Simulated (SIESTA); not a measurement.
As:

```
As
1.0
     2.70368    0.00000    0.00000
     0.00000    2.70368    0.00000
     0.00000    0.00000    2.70368
As
1
Direct
  0.50000 0.50000 0.50000
```

This isn't the form of As at room conditions, which is rhombohedral.

* Program: SIESTA 5.4.2
* Task: relaxation of cell and atoms
* Functional: RPBE
* Potentials or basis: PseudoDojo 0.4 standard (PBE files)
* Basis: DZP (energy shift 0.003 Ry; two zetas on semicore shells)
* Grid cutoff: 500 Ry
* Energy shift: 0.003 Ry
* k mesh: 7 × 7 × 7
* Occupations: fermi-dirac, width 0.05 eV
* Spin: no spin polarisation

At the start: pressure 7.7 GPa; volume 19.76 Å³/atom.

Problem. Where does the relaxation end?

Solution. Over 5 steps the energy falls by 41.6 meV/atom and the volume is 21.68 Å³/atom (+9.7 %); space group Pm-3m (No. 221, to 0.05 Å).

Step by step:
```
step  energy change (eV)  largest force (eV/Å)  pressure (GPa)  volume (Å³)
   1              0.0000                0.0000            7.68        19.76
   2             -0.0022                0.0000            7.44        19.81
   3             -0.0409                0.0000            0.87        21.45
   4             -0.0416                0.0000           -0.15        21.73
   5             -0.0416                0.0000            0.05        21.68
```

Final structure:
```
As
1.0
     2.78836    0.00000    0.00000
     0.00000    2.78836    0.00000
     0.00000    0.00000    2.78836
As
1
Direct
  0.50000 0.50000 0.50000
```

Caveat: the potentials were made for another functional, which shifts forces and pressure; the basis of atomic orbitals isn't converged, which shifts pressures, moduli and gaps.
